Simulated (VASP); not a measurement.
Here is a VASP 6.6.1 calculation.

The input POSCAR:

```
KCl
1.0
    0.0000000000      3.1253521154      3.1253521154
    3.1253521154      0.0000000000      3.1253521154
    3.1253521154      3.1253521154      0.0000000000
K Cl
1 1
Direct
    0.0000000000      0.0000000000      0.0000000000
    0.5000000000      0.5000000000      0.5000000000
```

INCAR.step1

```
SYSTEM = KCl
ALGO = Normal
EDIFF = 1E-4
ENCUT = 520
GGA = PE
ISMEAR = -1
LASPH = .TRUE.
LCHARG = .FALSE.
LREAL = .FALSE.
LWAVE = .TRUE.
NBANDS = 15
NELM = 60
PREC = Accurate
SIGMA = 0.05
```

The input INCAR.step2:

```
SYSTEM = KCl
ALGO = Normal
EDIFF = 1E-6
ENCUT = 520
ISIF = 2
ISMEAR = -1
ISTART = 1
LASPH = .TRUE.
LCHARG = .FALSE.
LMIXTAU = .TRUE.
LREAL = .FALSE.
LWAVE = .FALSE.
METAGGA = R2SCAN
NBANDS = 15
NELM = 60
PREC = Accurate
SIGMA = 0.05
```

File KPOINTS:

```
k-points
0
G
  7 7 7
  0 0 0
```

Potentials or basis: VASP PAW PBE potentials, release 64 (K_sv, Cl).

The run is started by

```bash
$ cat potpaw_PBE.64/K_sv/POTCAR potpaw_PBE.64/Cl/POTCAR > POTCAR
$ cp INCAR.step1 INCAR
$ mpirun -np 1 vasp_std > vasp.out
$ cp INCAR.step2 INCAR
$ mpirun -np 1 vasp_std > vasp.out
```

(1) Predict the band gap on the k mesh.

(2) Estimate the pressure.

## Answers

(1) 5.90 eV, direct.

(2) 0.4 GPa.

Caveat: the PAW data sets were made with another functional, which shifts forces and pressure a little.

**Measured values to compare with.**

A printed reference work, monograph reports, for a bulk crystal of KCl: band gap 8.68 eV.

Against the measured gap of KCl, 8.68 eV (a printed reference work, monograph), the calculated 5.90 eV is off by -2.78 eV. The value is that of r2SCAN on a finite k mesh, which can miss the band edges, without temperature or zero-point motion.
